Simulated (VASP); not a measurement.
A run of VASP 6.6.1:

File INCAR:

```
PREC = Accurate ; ENCUT = 520
EDIFF = 1E-6 ; ISMEAR = 0
SIGMA = 0.1 ; LREAL = False
LASPH = True ; NELM = 100
ALGO = Fast ; ISIF = 2
LWAVE = False ; LCHARG = True
LDIPOL = True ; IDIPOL = 3
DIPOL = 0.5 0.5 0.499 ; GGA = PE
LELF = True ; LVHAR = True
LVACPOTAV = True ; NBANDS = 78
```

KPOINTS

```
Automatic mesh
0
Gamma
  4 4 1
```

The input POSCAR:

```
Cu
1.0
    5.1123820280      0.0000000000      0.0000000000
    2.5561910140      4.4274527101      0.0000000000
    0.0000000000      0.0000000000     20.1742424462
Cu
12
Direct
    0.1666666667      0.1666666667      0.3965452493
    0.6666666667      0.1666666667      0.3965452493
    0.1666666667      0.6666666667      0.3965452493
    0.6666666667      0.6666666667      0.3965452493
   -0.1666666667      0.3333333333      0.4994388132
    0.3333333333      0.3333333333      0.4994388132
   -0.1666666667      0.8333333333      0.4994388132
    0.3333333333      0.8333333333      0.4994388132
    0.0000000000      0.0000000000      0.6023350591
    0.5000000000      0.0000000000      0.6023350591
    0.0000000000      0.5000000000      0.6023350591
    0.5000000000      0.5000000000      0.6023350591
```

Potentials or basis: VASP PAW PBE potentials, release 64 (Cu).

The run is started by

```sh
$ cat potpaw_PBE.64/Cu/POTCAR > POTCAR
$ mpirun -np 1 vasp_std > vasp.out
```

Hardware: 1 thread of Intel(R) Xeon(R) Platinum 8488C (Sapphire Rapids) (shared host).

Q: Estimate the wall time of this run.

A: Wall time 3.9 min on 1 thread of Intel(R) Xeon(R) Platinum 8488C (Sapphire Rapids) (shared host), peak memory 0.55 GiB. Counts: scf iterations 24, k points 4.
